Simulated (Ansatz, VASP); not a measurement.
**One calculation of AgCl, two programs**

Contents of INCAR:

```
SYSTEM = AgCl
PREC = Accurate ; ENCUT = 520
EDIFF = 1E-7 ; ISMEAR = 0
SIGMA = 0.02 ; LREAL = .FALSE.
LASPH = .TRUE. ; NELM = 100
ALGO = Normal ; ISIF = 2
LWAVE = .FALSE. ; LCHARG = .FALSE.
GGA = PE ; NBANDS = 16
```

Contents of KPOINTS:

```
Automatic mesh
0
G
  10 10 10
  0 0 0
```

Contents of POSCAR:

```
AgCl
1.0
    3.4339730000      0.0000000000      0.0000000000
    0.0000000000      3.4339730000      0.0000000000
    0.0000000000      0.0000000000      3.4339730000
Ag Cl
1 1
Direct
    0.0000000000      0.0000000000      0.0000000000
    0.5000000000      0.5000000000      0.5000000000
```

Input for Ansatz:

```yaml
crystal:
  lattice:
    - [3.433973, 0.0, 0.0]
    - [0.0, 3.433973, 0.0]
    - [0.0, 0.0, 3.433973]
  atoms:
    - { symbol: Ag, position: [0.0, 0.0, 0.0] }
    - { symbol: Cl, position: [0.5, 0.5, 0.5] }
basis:
  ecutwfc: 420
kpoints:
  mp_grid: { grid: [10, 10, 10] }
hamiltonian:
  xc: pbe
scf:
  occupations: { method: gaussian, width: 0.02 }
output:
  forces: true
  stress: true
  eigenvalues: true
  populations: true
```

Alike in both runs: task single point; functional PBE; k mesh 10 × 10 × 10; occupations gaussian, width 0.02 eV; no spin polarisation.

|  | VASP | Ansatz |
| --- | --- | --- |
| version | VASP 6.6.1 | Ansatz 0.2.0 |
| potentials or method | VASP PAW PBE potentials, release 64 (Ag, Cl) | scalar-relativistic, plane waves, PAW |
| plane-wave cutoff (eV) | 520 | 420 |
| valence electrons in the cell | 18 | 26 |

```tsv
	VASP	Ansatz	Ansatz less VASP
gap on the k mesh at the Fermi level (eV)	0.57	0.57	0.000
least direct gap on the mesh (eV)	2.08	2.07	0.000
pressure (GPa)	-0.3	-0.1	+0.14
```

The two sets of potentials don't hold the same shells in valence.

A k mesh can miss the band edges.
